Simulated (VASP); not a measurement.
The system is C2H2, in a box.

```xyz
4
Lattice="12.7049 0.0000 0.0000 0.0000 13.2049 0.0000 0.0000 0.0000 13.7049" Properties=species:S:1:pos:R:3 pbc="T T T"
C     5.9528    6.8832    6.4739
C     6.7610    6.4164    7.2397
H     5.2359    7.2971    5.7946
H     7.4780    6.0026    7.9187
```

Base run:

```yaml
Program: VASP 6.6.1
Functional: optB86b-vdW
Potentials_or_basis: VASP PAW PBE potentials, release 64 (C, H)
Cutoff: 400 eV
k_mesh: 1 × 1 × 1
Occupations: gaussian, width 0.01 eV
Spin: no spin polarisation
```

Its results: gap between the frontier levels 6.57 eV; largest force 0.122 eV/Å.

The run is repeated on the same cell with these changes: functional from optB86b-vdW to LDA; potentials or basis from VASP PAW PBE potentials, release 64 (C, H) to VASP PAW LDA potentials, release 64 (C, H). What comes out?

Gap between the frontier levels 6.73 eV; largest force 0.783 eV/Å.

Caveats: the standard files for N, O and F lose accuracy on very short bonds; the PAW data sets were made with another functional, which shifts forces and pressure a little (some runs).

